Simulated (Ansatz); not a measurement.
Input of an Ansatz 0.2.0 run:

File input.yaml:

```yaml
crystal:
  lattice:
    - [1.8807968987, 1.0858785957, 3.5140619945]
    - [-1.8807968987, 1.0858785957, 3.5140619945]
    - [0.0, -2.1717571915, 3.5140619945]
  atoms:
    - { symbol: As, position: [0.226, 0.226, 0.226] }
    - { symbol: As, position: [0.774, 0.774, 0.774] }
hamiltonian:
  xc: { exchange: r2scan, correlation: r2scan, exx: { coeff: 0.5 } }
  pseudopotentials: { kind: paw }
kpoints:
  mp_grid: { grid: [5, 5, 5] }
scf:
  occupations: { method: fermi_dirac, width: 0.05 }
output:
  forces: true
  stress: true
  eigenvalues: true
```

Potentials or basis: Ansatz PAW.

The run is started by

```bash
$ ansatz run input.yaml --threads 2 --pin off --max-ram 5632MiB --backend cpu --events-out ev --progress --plain --runs-dir out
```

Q: What does it give for the pressure?

A: -1.7 GPa.

Q: What does it give for the largest force?

A: 0.409 eV/Å.

Forces on the atoms (eV/Å):
```
As   0.000  0.000 -0.409
As   0.000  0.000  0.409
```

Caveat: odd divisions of the mesh miss points on the zone boundary, where band edges often lie, so the gap on the mesh can be too wide; the PAW data sets come from PBE, with cores solved anew for the run's functional, which leaves a small shift of forces and pressure; the thresholds are loose for stress.
